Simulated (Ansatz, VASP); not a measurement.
NaCl: VASP beside Ansatz

INCAR

```
SYSTEM = NaCl
PREC = Accurate
ENCUT = 520
EDIFF = 1E-7
ISMEAR = -1
SIGMA = 0.03
LREAL = .FALSE.
LASPH = .TRUE.
NELM = 80
ALGO = Normal
ISIF = 2
LWAVE = .FALSE.
LCHARG = .TRUE.
GGA = PS
LELF = .TRUE.
LVHAR = .TRUE.
NBANDS = 14
```

KPOINTS

```
regular mesh
0
G
  9 9 9
  0 0 0
```

File POSCAR:

```
NaCl
1.0
    2.8886000000      0.0000000000      0.0000000000
    0.0000000000      2.8886000000      0.0000000000
    0.0000000000      0.0000000000      2.8600000000
Na Cl
1 1
Direct
    0.0000000000      0.0000000000      0.0000000000
    0.5000000000      0.5000000000      0.5000000000
```

Input for Ansatz:

```yaml
crystal:
  lattice:
    - [2.8886, 0.0, 0.0]
    - [0.0, 2.8886, 0.0]
    - [0.0, 0.0, 2.86]
  atoms:
    - { symbol: Na, position: [0.0, 0.0, 0.0] }
    - { symbol: Cl, position: [0.5, 0.5, 0.5] }
kpoints:
  mp_grid: { grid: [9, 9, 9] }
  band_path:
    path:
      - [0.0, 0.0, 0.0]
      - [0.0, 0.5, 0.0]
      - [0.5, 0.5, 0.0]
      - [0.0, 0.0, 0.0]
      - [0.0, 0.0, 0.5]
      - [0.0, 0.5, 0.5]
      - [0.5, 0.5, 0.5]
      - [0.0, 0.0, 0.5]
      - [0.0, 0.5, 0.0]
    npoints: 5
scf:
  occupations: { method: fermi_dirac, width: 0.03 }
hamiltonian:
  xc: pbesol
  pseudopotentials: { kind: all_electron, lapw: { basis_error: 0.0005 } }
output:
  forces: true
  stress: true
  eigenvalues: true
```

Change from the starting cell: equal xx and yy strain of +1 %.

Alike in both runs: task single point; functional PBEsol; k mesh 9 × 9 × 9; occupations fermi-dirac, width 0.03 eV; no spin polarisation.

|  | VASP | Ansatz |
| --- | --- | --- |
| version | VASP 6.6.1 | Ansatz 0.2.0 |
| potentials or method | VASP PAW PBE potentials, release 64 (Na_pv, Cl) | all-electron LAPW, scalar-relativistic |
| plane-wave cutoff (eV) | 520 | see its input |

|  | VASP | Ansatz | Ansatz less VASP |
| --- | --- | --- | --- |
| gap on the k mesh at the Fermi level (eV) | 4.53 | 4.48 | -0.053 |
| pressure (GPa) | 55.3 | 54.8 | -0.55 |
| largest component of the traceless stress (GPa) | 1.64 | 1.65 | +0.008 |

Ansatz ran all-electron here, so the differences hold the error of VASP's frozen core and of both bases.

Caveats: so large a pressure means that the cell lies far from this level's equilibrium, or that cutoff or potentials fall short (VASP); the potentials were made for another functional, which shifts forces and pressure (VASP); an odd mesh through Γ misses points on the zone boundary, where band edges often lie.
